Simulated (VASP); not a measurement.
# Settings for Mo: self-consistent run

Mo, Im-3m (no. 229), 1 atom in the cell. LAK; PAW potentials Mo_sv (PBE set). VASP 6.6.1.

Wanted: energy within 0.2 meV/atom; Fermi level within 0.005 eV.

What the run is for: comparing ways to start; Accuracy asked: tight.

POSCAR:
```
Mo
1.0
   -1.5838089719      1.5838089719      1.5838089719
    1.5838089719     -1.5838089719      1.5838089719
    1.5838089719      1.5838089719     -1.5838089719
Mo
1
Direct
    0.0000000000      0.0000000000      0.0000000000
```

## How the run starts (with a second run first, the time holds both)

| How the run starts (with a second run first, the time holds both) | Energy less reference (meV/atom) | Fermi level (eV) | Time (s) |
|---|---|---|---|
| from scratch: 20 SCF iterations | 0.00 | 12.4824 | 43 |
| PBE orbitals (WAVECAR): 10 + 13 SCF iterations | 0.00 | 12.4824 | 40 |
| PBE density (CHGCAR): 10 + 17 SCF iterations | 0.00 | 12.4823 | 46 |
| loose PBE orbitals: 9 + 13 SCF iterations | 0.00 | 12.4824 | 33 |

Chosen: loose PBE orbitals: 9 + 13 SCF iterations; it saves 10.3 s of 43, so from scratch: 20 SCF iterations would do nearly as well.

## All choices together

| Input | Energy less reference (meV/atom) | Fermi level (eV) | Time (s) |
|---|---|---|---|
| chosen settings | 0.00 | 12.4824 | 33 |
| reference settings throughout | 0.00 | 12.4824 | 43 |

The tolerance is met.

## The input

INCAR.step1:
```
ISMEAR = 1 ; SIGMA = 0.1
LWAVE = T ; LCHARG = T
ISIF = 2 ; PREC = Accurate
LASPH = T ; LREAL = F
ALGO = Normal ; EDIFF = 0.001
NELM = 120 ; GGA_COMPAT = F
ENCUT = 440 ; GGA = PE
```

INCAR.step2:
```
METAGGA = LAK ; ISMEAR = 1
SIGMA = 0.1 ; LWAVE = F
LCHARG = F ; ISIF = 2
PREC = Accurate ; LASPH = T
LREAL = F ; ALGO = Normal
EDIFF = 1E-6 ; NELM = 120
GGA_COMPAT = F ; ENCUT = 440
LMIXTAU = T ; ISTART = 1
```

KPOINTS:
```
k-points
0
Gamma
  15 15 15
```

Commands (each step's output is kept before the next begins):
```
cat potpaw_PBE.64/Mo_sv/POTCAR > POTCAR
cp INCAR.step1 INCAR
mpirun -np 1 vasp_std > vasp.out
cp INCAR.step2 INCAR
mpirun -np 1 vasp_std > vasp.out
```

The chosen input took VASP 6.6.1 33 s on 1 core (Intel Xeon 6975P-C (Granite Rapids)), a shared host.
